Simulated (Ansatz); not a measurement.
# Ag(001): from terraces to steps

Method: Ansatz 0.2.0, DFT PBEsol, scalar-relativistic, plane waves, PAW.

Cutoff 420 eV, Γ-centred meshes of like density (2×12×1 for the 24-atom cell), Gaussian smearing of 0.10 eV, energies at zero smearing and 0 K, each start's symmetry kept, no spin polarisation.

A (001) slab of relaxed bulk Ag (Fm-3m, 16.66 Å³/atom, gap on the mesh 0.00 eV), 4 planes in a 6×1 cell with the lowest 2 held; added atoms sit on lattice sites of the next plane. A dipole correction is on. The surface energy is the mean of the held and the free face; step energies are per length and the mean of the stripe's two steps, which run along the shortest translation of the plane; step and island energies count from the flat slab and bulk atoms.

The flat slab gives a surface energy of 1.13 J/m² (70.5 meV/Å²); planes follow at h = 2.03 Å, and an atom takes 8.22 Å² of its plane.

Question: Estimate the step energy β from the surface energy and compare with the stripes.

Answer: A step opens a strip of height h, so a first guess is γh = 70.5 × 2.03 = 143 meV/Å. Computed: 45 meV/Å for the stripe 2 surface cells wide, 48 meV/Å for the stripe 3 surface cells wide, 0.32 and 0.34 of the guess. The step costs less than a free strip of the same face. The two widths differ by 3 meV/Å (before rounding), from step–step interaction and confinement in so narrow a cell, or from the k mesh, which in a metal moves β by several meV/Å. A vicinal face tilted by θ holds tan θ/h steps per length, so its energy per terrace area is γ + (β/h) tan θ for far-apart steps, with β/h = 0.38 J/m².

Slabs of three or four planes are thin, so both faces still feel each other.

Small energy differences in metals hang on the k mesh (about 10 mJ/m² or 1 to 2 meV/atom on the mesh of the relaxation).

Cost: 3 runs of about 85 core-minutes in all, on Intel Xeon Platinum 8375C (Ice Lake) (shared hosts).